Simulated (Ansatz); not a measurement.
# Mo (P-1) in Ansatz: convergence with k mesh

Aim: find how far k mesh must go before the results for Mo settle, at PBEsol. This setting moves, with any that are tied to it; all else stays.

All numbers are computed with Ansatz 0.2.0; they aren't measurements. Logs are shortened: lines on timing, memory, paths and dates and some standing lists are left out, and cuts for length are marked.

## (1) The structure

The typed cell holds 1 atom: a = 2.825 Å, b = 2.722 Å, c = 2.538 Å, α = 89.36°, β = 92.00°, γ = 122.00°.

This isn't the form of Mo at room conditions, which is bcc.

## (2) With k mesh 3 × 4 × 3

The input, input.yaml:

```yaml
crystal:
  lattice:
    - [2.8244807, -0.01805164, -0.0483609]
    - [-1.42787353, 2.31754618, 0.01455227]
    - [-0.04517286, -0.01038477, 2.53733083]
  atoms:
    - { symbol: Mo, position: [0.0, 0.0, 0.5] }
hamiltonian:
  xc: pbesol
  pseudopotentials: { kind: paw }
kpoints:
  mp_grid: { grid: [3, 4, 3] }
scf:
  occupations: { method: fermi_dirac, width: 0.1 }
output:
  forces: true
  stress: true
  eigenvalues: true
```

Potentials or basis: Ansatz PAW.

Run with:

```console
> ansatz run input.yaml --threads 2 --pin off --max-ram 5632MiB --backend cpu --events-out ev --progress --plain --runs-dir out
```

It took 0.47 s on 2 threads of Intel Xeon Platinum 8259CL at 2.50GHz (Skylake/Cascade Lake), shared host; peak memory 0.31 GiB.

Results:

```
Free energy            : -4896.2749 eV
Pressure               : -2.2 GPa
Band gap on the k mesh : none (metal or under the smearing width)
```

## (3) With k mesh 4 × 4 × 4

input.yaml: that of step 2 with these lines changed.

```diff
@@ -11,3 +11,3 @@
 kpoints:
-  mp_grid: { grid: [3, 4, 3] }
+  mp_grid: { grid: [4, 4, 4] }
 scf:
```

Potentials or basis: Ansatz PAW.

Run with:

```console
> ansatz run input.yaml --threads 2 --pin off --max-ram 5632MiB --backend cpu --events-out ev --progress --plain --runs-dir out
```

Wall time 0.67 s (2 threads of Intel Xeon Platinum 8259CL at 2.50GHz (Skylake/Cascade Lake), shared host); peak memory 0.32 GiB.

What came out:

```
Free energy            : -4896.1537 eV
Pressure               : 2.2 GPa
Band gap on the k mesh : none (metal or under the smearing width)
```

## (4) With k mesh 5 × 5 × 5

input.yaml: that of step 3 with these lines changed.

```diff
@@ -11,3 +11,3 @@
 kpoints:
-  mp_grid: { grid: [4, 4, 4] }
+  mp_grid: { grid: [5, 5, 5] }
 scf:
```

Run with:

```console
> ansatz run input.yaml --threads 2 --pin off --max-ram 5632MiB --backend cpu --events-out ev --progress --plain --runs-dir out
```

Wall time 0.79 s (2 threads of Intel Xeon Platinum 8259CL at 2.50GHz (Skylake/Cascade Lake), shared host); peak memory 0.29 GiB.

What came out:

| Item | Value |
| --- | --- |
| Free energy | -4896.6165 eV |
| Pressure | -1.0 GPa |
| Band gap on the k mesh | none (metal or under the smearing width) |

## (5) With k mesh 6 × 7 × 6

input.yaml: that of step 4 with these lines changed.

```diff
@@ -11,3 +11,3 @@
 kpoints:
-  mp_grid: { grid: [5, 5, 5] }
+  mp_grid: { grid: [6, 7, 6] }
 scf:
```

Run with:

```console
> ansatz run input.yaml --threads 2 --pin off --max-ram 5632MiB --backend cpu --events-out ev --progress --plain --runs-dir out
```

Run time: 1.2 s. Hardware: 2 threads of Intel Xeon Platinum 8259CL at 2.50GHz (Skylake/Cascade Lake), shared host; peak memory 0.33 GiB.

Results:

```
Free energy            : -4896.6657 eV
Pressure               : -5.0 GPa
Band gap on the k mesh : none (metal or under the smearing width)
```

## (6) With k mesh 8 × 8 × 8

input.yaml: that of step 5 with these lines changed.

```diff
@@ -11,3 +11,3 @@
 kpoints:
-  mp_grid: { grid: [6, 7, 6] }
+  mp_grid: { grid: [8, 8, 8] }
 scf:
```

Potentials or basis: Ansatz PAW.

Run with:

```console
> ansatz run input.yaml --threads 2 --pin off --max-ram 5632MiB --backend cpu --events-out ev --progress --plain --runs-dir out
```

Run time: 2.2 s. Hardware: 2 threads of Intel Xeon Platinum 8259CL at 2.50GHz (Skylake/Cascade Lake), shared host; peak memory 0.38 GiB.

Results (log left out):

```
Free energy            : -4896.5380 eV
Pressure               : -3.4 GPa
Band gap on the k mesh : none (metal or under the smearing width)
```

## (7) With k mesh 10 × 10 × 9

input.yaml: that of step 6 with these lines changed.

```diff
@@ -11,3 +11,3 @@
 kpoints:
-  mp_grid: { grid: [8, 8, 8] }
+  mp_grid: { grid: [10, 10, 9] }
 scf:
```

Run with:

```console
> ansatz run input.yaml --threads 2 --pin off --max-ram 5632MiB --backend cpu --events-out ev --progress --plain --runs-dir out
```

Run time: 3 s. Hardware: 2 threads of Intel Xeon Platinum 8259CL at 2.50GHz (Skylake/Cascade Lake), shared host; peak memory 0.42 GiB.

The run converged. Its results:

```
Free energy            : -4896.5895 eV
Pressure               : -2.8 GPa
Band gap on the k mesh : none (metal or under the smearing width)
```

## (8) With k mesh 12 × 13 × 12

input.yaml: that of step 7 with these lines changed.

```diff
@@ -11,3 +11,3 @@
 kpoints:
-  mp_grid: { grid: [10, 10, 9] }
+  mp_grid: { grid: [12, 13, 12] }
 scf:
```

Run with:

```console
> ansatz run input.yaml --threads 2 --pin off --max-ram 5632MiB --backend cpu --events-out ev --progress --plain --runs-dir out
```

It took 5.8 s on 2 threads of Intel Xeon Platinum 8259CL at 2.50GHz (Skylake/Cascade Lake), shared host; peak memory 0.51 GiB.

It converged, with:

| Quantity | Value |
| --- | --- |
| Free energy | -4896.5760 eV |
| Pressure | -3.6 GPa |
| Band gap on the k mesh | none (metal or under the smearing width) |

## (9) With k mesh 15 × 16 × 14

input.yaml: that of step 8 with these lines changed.

```diff
@@ -11,3 +11,3 @@
 kpoints:
-  mp_grid: { grid: [12, 13, 12] }
+  mp_grid: { grid: [15, 16, 14] }
 scf:
```

Potentials or basis: Ansatz PAW.

Run with:

```console
> ansatz run input.yaml --threads 2 --pin off --max-ram 5632MiB --backend cpu --events-out ev --progress --plain --runs-dir out
```

It took 10 s on 2 threads of Intel Xeon Platinum 8259CL at 2.50GHz (Skylake/Cascade Lake), shared host; peak memory 0.64 GiB.

The run converged. Its results:

| Quantity | Value |
| --- | --- |
| Free energy | -4896.5900 eV |
| Pressure | -3.5 GPa |
| Band gap on the k mesh | none (metal or under the smearing width) |

## (10) With k mesh 18 × 19 × 17

input.yaml: that of step 9 with these lines changed.

```diff
@@ -11,3 +11,3 @@
 kpoints:
-  mp_grid: { grid: [15, 16, 14] }
+  mp_grid: { grid: [18, 19, 17] }
 scf:
```

Potentials or basis: Ansatz PAW.

Run with:

```console
> ansatz run input.yaml --threads 2 --pin off --max-ram 5632MiB --backend cpu --events-out ev --progress --plain --runs-dir out
```

The program printed:

```text
Warning: RAYON_NUM_THREADS=2 ignored (pool sized by the plan → 2); use --threads N
Engine: ansatz 0.2.0, x86_64-unknown-linux-gnu
Pseudopotentials: kind: paw
Pseudopotential: Mo, paw, valence charge 14, recommended cutoff 420 eV (normal), Mo.paw.azcp
Functional definition: PBEsol
  exchange = pbesol_x
  correlation = pbesol_c
Crystal: 1 atoms, lattice volume = 16.538 Å³
Basis set: ecut = 420 eV, 331 PW (Γ), exchange–correlation on 40×40×36 points (8 copies of the dense FFT grid, shifted against one another)
Bands: 11, of which v1, the nominal top of the filled ones, is band 7 counted from 1 (6 counted from 0)
Symmetry: 2 space group operations
Space group: P-1 (ITA 2), of the structure as read, at distance tolerance 2.5e-5 Å
k-points: 2908 of 5814
Non-local potential: Mo, projectors of the file, l = 0: 3, l = 1: 2, l = 2: 2, l = 3: 1
PAW form: soft (Blöchl's): semilocal exchange-correlation on the pseudo side does not see the compensation charge
PAW frozen core: Mo, regenerated for the run's functional, and the local potential with it (the file was generated under x = pbe(κ = 0.804, μ = 0.2195149727645171), c = pbe(β = 0.06672455060314922))
PAW one-centre angular grid: Mo, 590 points (default); XC on 64 Gauss nodes
Initial density: superposition of atomic densities (neutral atoms: chi_scale 0, normalization atom), corrected by the library's trained network
Initial wavefunctions: pseudopotential atomic-orbital guess
Functional: x = pbesol(κ = 0.804, μ = 0.12345679012345678), c = pbesol(β = 0.046)
SCF iter   1: F=—  HF=-4896.589512 eV  |F-HF|=—  |Δ(HF+E_count)|=         —  Δρ=1.02e-2  dr2=1.32e-2  ethr=1.77e-3  ⟨swp⟩=5.0  Hψ=187637  notcnv=0
preconditioner: auto → none  [metal: Δε(μ)=0.003 eV  Ē_g=7.699 eV  σ=0.100 eV  W_gap=0.01  n_scr=6 (ndim 8)  ℏωp=22.4 eV  f_vac=0.000  D(μ)=0.90/eV (n_scr^D=8)  sad-step TF]
SCF iter   2: F=—  HF=-4896.585258 eV  |F-HF|=—  |Δ(HF+E_count)|=   4.25e-3  Δρ=4.96e-3  dr2=3.31e-3  ethr=9.42e-5  ⟨swp⟩=1.0  Hψ=55603  notcnv=0
SCF iter   3: F=—  HF=-4896.584056 eV  |F-HF|=—  |Δ(HF+E_count)|=   1.20e-3  Δρ=5.82e-4  dr2=3.77e-5  ethr=2.36e-5  ⟨swp⟩=2.9  Hψ=50726  notcnv=0
SCF iter   4: F=—  HF=-4896.584049 eV  |F-HF|=—  |Δ(HF+E_count)|=   7.24e-6  Δρ=1.76e-4  dr2=4.75e-6  ethr=2.69e-7  ⟨swp⟩=2.1  Hψ=50090  notcnv=0
SCF iter   5: F=—  HF=-4896.584048 eV  |F-HF|=—  |Δ(HF+E_count)|=   7.77e-7  Δρ=6.78e-5  dr2=6.47e-7  ethr=3.39e-8  ⟨swp⟩=2.3  Hψ=47654  notcnv=0
SCF iter   6: F=-4896.584048 eV  HF=-4896.584048 eV  |F-HF|=1.47e-8  |Δ(HF+E_count)|=   1.50e-7  Δρ=1.23e-5  dr2=2.21e-8  ethr=7.14e-10  ⟨swp⟩=5.0  Hψ=148803  notcnv=0
SCF 1 converged in 6 iterations: F = -4896.584048 eV  dr2 = 2.21e-8
SCF converged after 6 iterations
Free energy (F): -4896.584048 eV
Harris-Foulkes:  -4896.584048 eV  (|F-HF|=1.47e-8)
Internal energy: -4896.552779 eV  (E = F + TS)
E sigma→0 (E₀):  -4896.568414 eV
Entropy (-TS):   -0.031269 eV (-31.269 meV/atom)
Fermi energy:    19.511805 eV
--- Per-component energies (eV) ---
  E_band       = -73.125277
  E_kinetic    = 441.782179
  E_local      = -861.487618  (includes V_loc(G=0)·N_el)
  E_nonlocal   = 146.319670
  E_hartree    = 287.066553
  E_xc         = -181.964347
  E_vxc        = -227.908164  (∫ρ·V_xc dr)
  E_paw        = -3144.393814  (= ΣΔE_a)
  E_vpaw       = -145.960374  (= ΣTr[D̂ρ^β])
  E_aug_tail   = 0.000038  (compensation charges beyond the density's cutoff)
  E_ewald      = -1584.084739
  E_core_change = 0.209299  (= ΣΔE_core)
  E_smearing   = -0.031269  (= −TS)
  E_closure    = 0.000000  (closes the sum)
  Σ components = -4896.584048   (vs F -4896.584048, Δ=0.00e0)
--- Forces (eV/Å), atoms counted from 1 ---
  atom   1  Mo     0.00000000     0.00000000     0.00000000
  max |Σ_I F_I| component: 0.00e0 eV/Å
--- Stress (GPa, compression-positive) ---
        0.432011      -0.130263      -3.252498
       -0.130263      -3.802029      -0.787597
       -3.252503      -0.787598      -6.595435
  P = ⅓ Tr σ = -3.3218 GPa (-33.218 kbar)
--- Band table (eV; the first three rows and the last of 2908) ---
  k-point 0: bands = ["-41.4660", "-14.8409", "-14.7185", "-14.6330", "12.6824", "15.1702", "17.9389", "19.2223", "23.5279", "23.7507", "32.3427"]
  k-point 1: bands = ["-41.4575", "-14.8362", "-14.7167", "-14.6948", "12.7907", "15.3088", "17.9659", "19.2476", "23.3661", "23.5973", "32.4137"]
  k-point 2: bands = ["-41.4332", "-14.8963", "-14.8117", "-14.6954", "13.0892", "15.7267", "18.0441", "19.3207", "22.9297", "23.1817", "32.6224"]
  k-point 2907: bands = ["-41.2594", "-16.0947", "-14.9893", "-14.5632", "14.6989", "16.3997", "19.2713", "21.4942", "22.9790", "23.7217", "29.1874"]
```

Wall time 19 s (2 threads of Intel Xeon Platinum 8259CL at 2.50GHz (Skylake/Cascade Lake), shared host); peak memory 0.86 GiB.

What came out:

- Free energy: -4896.5840 eV
- Pressure: -3.3 GPa
- Band gap on the k mesh: none (metal or under the smearing width)

## (11) The series at a glance

| k mesh | energy less the tightest run, at zero smearing (meV/atom) | pressure (GPa) | SCF cycles | CPU time (s) | peak memory (GiB) |
| --- | --- | --- | --- | --- | --- |
| 3 × 4 × 3 | 319.29 | -2.18 | 6 | 0.68 | 0.31 |
| 4 × 4 × 4 | 448.27 | 2.24 | 6 | 1 | 0.32 |
| 5 × 5 × 5 | -35.21 | -1.03 | 6 | 1.2 | 0.29 |
| 6 × 7 × 6 | -85.03 | -5.04 | 6 | 2 | 0.33 |
| 8 × 8 × 8 | 51.90 | -3.36 | 6 | 3.9 | 0.38 |
| 10 × 10 × 9 | -6.17 | -2.79 | 6 | 5.6 | 0.42 |
| 12 × 13 × 12 | 9.95 | -3.57 | 6 | 11 | 0.51 |
| 15 × 16 × 14 | -7.06 | -3.50 | 6 | 20 | 0.64 |
| 18 × 19 × 17 | 0.00 | -3.32 | 6 | 37 | 0.86 |

Not settled before the last step: the energy (to 1 meV/atom), the pressure (to 0.1 GPa). Meshes of other sizes hit other points, so gaps and Fermi surfaces needn't settle smoothly. The tightest run that finished is the yardstick and may itself not be fully converged.

Caveats: the PAW data sets come from PBE, with cores solved anew for the run's functional, which leaves a small shift of forces and pressure.
